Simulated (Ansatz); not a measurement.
Clean, relaxed (100) surface of Ti, space group Fm-3m (No. 225) (top face towards +c; atoms held fixed, by place in the list: 1, 2):

```xyz
4
Lattice="2.8679 0.0000 0.0000 0.0000 2.8679 0.0000 0.0000 0.0000 23.0838" Properties=species:S:1:pos:R:3 pbc="T T T"
Ti    1.4340    1.4340    8.5000
Ti    0.0000    0.0000   10.5279
Ti    1.4340    1.4340   12.6566
Ti    0.0000    0.0000   14.5290
```

Level of theory: DFT PBEsol, scalar-relativistic, plane waves, PAW (Ansatz 0.2.0). Plane waves to 420 eV, a k mesh through Γ of 10×10×1 on the computed 4-atom cell and Gaussian smearing (0.10 eV); no spin polarisation. The cell repeats along c with a dipole correction in the vacuum.

The adsorption energy is E(slab + adsorbate) − E(slab) − E(free adsorbate, spin-polarised where open-shell). With the adsorbate the cell is lengthened along c to keep the vacuum.

**Question.** O (atom) is put on the top face (one adsorbate per 8.2 Å²) at each of these sites and relaxed. Order them from strongest to weakest binding.
A. bridge (Ti-Ti) at (0.00, 0.50)
B. hollow (over Ti) at (0.50, 0.50)
C. top (Ti) at (0.00, 0.00)

**Answer.** B (-9.46 eV), A (-8.13 eV), C (-6.00 eV).

Each end is the local minimum or symmetric point that its start leads to. This isn't the usual crystal structure of Ti. The slab is only 6.1 Å thick, so the energies aren't converged with thickness.

For at least one of the starts the bottom face's work function also shifts by over 0.1 eV: the slab is too thin to screen the adsorbate, so the work functions aren't converged with thickness.

Spin polarisation was left out, and a magnetic state may lie lower.